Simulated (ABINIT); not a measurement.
# BN (Qingsongite): G0W0 in ABINIT against the bands in the self-energy

Aim: move the bands in the self-energy of a G0W0 run on BN (Qingsongite) over a wide range.

Method: PBE and many-body steps on it, plane waves, in ABINIT 10.8.3.

Report form: the programs' logs are mostly left out.

### 1. The starting structure

Symmetry: F-43m, No. 216, cubic system. Conventional cell: a = 3.615 Å, b = 3.615 Å, c = 3.615 Å, α = 90.00°, β = 90.00°, γ = 90.00°. Nearest to B lie 4 N at 1.57 Å. Nearest to N lie 4 B at 1.57 Å. Farther neighbours and most contacts between anions are not listed.

The cell and positions come from the Crystallography Open Database and are kept as given unless a step says otherwise.

### 2. Screening, 8×8×8 mesh, 218 bands, screening to 435.4 eV

This step: ABINIT 10.8.3; RPA screening on PBE, plane waves, norm-conserving pseudopotentials.

The RPA dielectric matrix is built and inverted for each q.

The input, run.abi:

```
acell 3*1.0 Angstrom
rprim 
  -0.000000000000 1.807500000000 1.807500000000
  1.807500000000 0.000000000000 1.807500000000
  1.807500000000 1.807500000000 -0.000000000000
ntypat 2
znucl 5 7
natom 2
typat 1 2
xred 
  0.000000000000 0.000000000000 0.000000000000
  0.250000000000 0.250000000000 0.250000000000
pp_dirpath "pseudos"
pseudos "B.upf, N.upf"
ecut 36
ngkpt 8 8 8
nshiftk 1
shiftk 0 0 0
kptopt 1
chksymbreak 0
istwfk *1
occopt 1
irdwfk 1
optdriver 3
nband 218
ecuteps 16
inclvkb 2
awtr 1
symchi 1
indata_prefix "in"
outdata_prefix "out"
tmpdata_prefix "tmp"
```

Launch:

```sh
$ OMP_NUM_THREADS=1 mpirun -n 8 abinit run.abi > log
```

Elapsed: 4.5 min, on 8 MPI ranks of AMD EPYC 7R43, shared host; peak memory 3.1 GiB; 36 min of CPU time.

This step gave:

- ε∞ with local fields, on this mesh, along the program's q direction: 4.308
- the same without local fields: 4.661
- plasma frequency: 30.56 eV
- plane waves in the screening matrix: 259

Local fields lower ε∞ by 8 %.

### 3. 12 bands

This step: G0W0 on PBE, plane waves, norm-conserving pseudopotentials.

Changes to run.abi since step 2:

```diff
@@ -23,8 +23,17 @@
 irdwfk 1
-optdriver 3
-nband 218
+optdriver 4
+nband 12
+gwcalctyp 0
+ecutsigx 36
+symsigma 1
+nkptgw 2
+kptgw 
+  0.0000000000 0.0000000000 0.0000000000
+  0.5000000000 0.5000000000 0.0000000000
+bdgw 
+  2 7
+  3 6
 ecuteps 16
-inclvkb 2
-awtr 1
-symchi 1
+irdscr 1
+ppmodel 1
 indata_prefix "in"
```

Wall time 6.8 s (8 MPI ranks); peak memory 1.8 GiB; 51 s of CPU time.

Numbers from this step:

```yaml
g0w0_gap_on_the_points_computed: 5.755 eV
starting_gap_on_the_mesh: 4.535 eV
k_of_the_valence_top: 0, 0, 0
k_of_the_conduction_bottom: 0.5, 0.5, 0
z_at_the_valence_top: 0.835
z_at_the_conduction_bottom: 0.861
least_direct_g0w0_gap_on_the_computed_points: 10.93 eV
```

### 4. 23 bands

Changes to run.abi since step 3:

```diff
@@ -24,3 +24,3 @@
 optdriver 4
-nband 12
+nband 23
 gwcalctyp 0
```

Wall time 8.4 s (8 MPI ranks); peak memory 1.9 GiB; 64 s of CPU time.

This step gave:

```yaml
g0w0_gap_on_the_points_computed: 5.863 eV
starting_gap_on_the_mesh: 4.535 eV
k_of_the_valence_top: 0, 0, 0
k_of_the_conduction_bottom: 0.5, 0.5, 0
z_at_the_valence_top: 0.829
z_at_the_conduction_bottom: 0.856
least_direct_g0w0_gap_on_the_computed_points: 10.89 eV
```

### 5. 58 bands

The self-energy is evaluated for the states that the input lists, and the levels follow from it, in one-shot runs by the linearised quasiparticle equation.

Changes to run.abi since step 4:

```diff
@@ -24,3 +24,3 @@
 optdriver 4
-nband 23
+nband 58
 gwcalctyp 0
```

Elapsed: 16 s, on 8 MPI ranks; peak memory 2.1 GiB.

Numbers from this step:

- G0W0 gap on the points computed: 6.027 eV
- starting gap on the mesh: 4.535 eV
- k of the valence top: 0, 0, 0
- k of the conduction bottom: 0.5, 0.5, 0
- least direct G0W0 gap on the computed points: 10.96 eV

The gap on the mesh goes from 4.53 eV to 6.03 eV, a correction of +1.49 eV.

### 6. 129 bands

Changes to run.abi since step 5:

```diff
@@ -24,3 +24,3 @@
 optdriver 4
-nband 58
+nband 129
 gwcalctyp 0
```

It took 30 s on 8 MPI ranks; peak memory 2.5 GiB; 4 min of CPU time.

Numbers from this step:

| Quantity | Value |
| --- | --- |
| G0W0 gap on the points computed | 6.109 eV |
| starting gap on the mesh | 4.535 eV |
| k of the valence top | 0, 0, 0 |
| k of the conduction bottom | 0.5, 0.5, 0 |
| least direct G0W0 gap on the computed points | 11.02 eV |

Against the run before, the gap moves by +0.082 eV.

### 7. 218 bands

Changes to run.abi since step 6:

```diff
@@ -24,3 +24,3 @@
 optdriver 4
-nband 129
+nband 218
 gwcalctyp 0
```

Wall time 48 s (8 MPI ranks); peak memory 3.1 GiB; 6.4 min of CPU time.

This step gave:

```yaml
g0w0_gap_on_the_points_computed: 6.134 eV
starting_gap_on_the_mesh: 4.535 eV
k_of_the_valence_top: 0, 0, 0
k_of_the_conduction_bottom: 0.5, 0.5, 0
least_direct_g0w0_gap_on_the_computed_points: 11.04 eV
```

Against the run before, the gap moves by +0.025 eV.

### 8. Side by side

Times are wall times on 8 MPI ranks of AMD EPYC 7R43, shared host, good to a factor of about two. A run's time includes the screening step that it read.

```tsv
run	mesh	bands	screening cutoff (eV)	DFT gap (eV)	gap on the mesh (eV)	direct (eV)	ε∞ used	time
12 bands	8×8×8	12	435.4	4.535	5.755	10.929	4.31	4.7 min
23 bands	8×8×8	23	435.4	4.535	5.863	10.887	4.31	4.7 min
58 bands	8×8×8	58	435.4	4.535	6.027	10.958	4.31	4.8 min
129 bands	8×8×8	129	435.4	4.535	6.109	11.019	4.31	5.1 min
218 bands	8×8×8	218	435.4	4.535	6.134	11.038	4.31	5.3 min
```

### 9. Outcome

```yaml
12_bands: 5.755 eV
23_bands: 5.863 eV
58_bands: 6.027 eV
129_bands: 6.109 eV
218_bands: 6.134 eV
known_limits: not at the basis limit
```

In words: The setting moved: bands in the self-energy. From 12 bands to 218 bands the gap moves by +0.38 eV. The last step still moves it by +0.025 eV. Bands and screening cutoff are coupled, so a series along one setting does not show full convergence. Bands and cutoff are finite, so the gap is not at the basis limit. The miss can reach some tenths of an eV and take either sign; the mesh is an error of its own. In the G0W0 runs levels were corrected at 2 k points alone, so a gap called «on the mesh» is the least over those, and an edge elsewhere would be missed.

[Paths, hosts, dates, memory and timing lines, banners, echoed tables and standing remarks are left out of the program output.]

[Logs are printed without paths, hosts, clocks, repeated set-up lines and the standing remarks that a program may print on its own settings, such as how far it seeks lower states.]

[Runs of the session that timed out or met a known fault of the program may be left out.]

[Hosts, paths, dates, database ids (printed as entryN), source tags and the programs' standing remarks are cut or masked in the printed files.]

[G0W0 gaps are taken among the corrected bands and points alone; a level outside them can change the order at an edge.]

[Where Ansatz stands beside ABINIT at settings called matched, ABINIT's density can come from a denser mesh and the files from another edition; pairs whose starting gaps differed by over 0.03 eV were left out, so agreement reads better than it is.]
